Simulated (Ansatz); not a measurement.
Crystal: NiO.

```
Ni O
1.0
     0.00000    2.08590    2.08590
     2.08590    0.00000    2.08590
     2.08590    2.08590    0.00000
Ni O
1 1
Direct
  0.00000 0.00000 0.00000
  0.50000 0.50000 0.50000
```

Base run:

* Program: Ansatz 0.2.0
* Functional: PBEsol
* Potentials or basis: all-electron LAPW, scalar-relativistic
* Cutoff: 378 eV (chosen from the basis error)
* Basis error allowed: 0.001 eV/atom
* k mesh: 11 × 11 × 11
* Occupations: fermi-dirac, width 0.05 eV
* Spin: collinear spin, ferromagnetic start
* Starting moments: [1.0, 0.0] μB

Its results: pressure -6.8 GPa; net moment 1.48 μB per cell; site moments Ni +1.24; O +0.23 μB.

**Question.** The run is repeated on the same cell with these changes: functional from PBEsol to PBE. What comes out?

**Answer.** Pressure 6.3 GPa; net moment 1.78 μB per cell; site moments Ni +1.48; O +0.29 μB.

PBE binds less tightly than PBEsol, so the same cell stands under more pressure.

Caveats: a cell with one magnetic atom can't hold antiferromagnetic order, which such compounds often take.
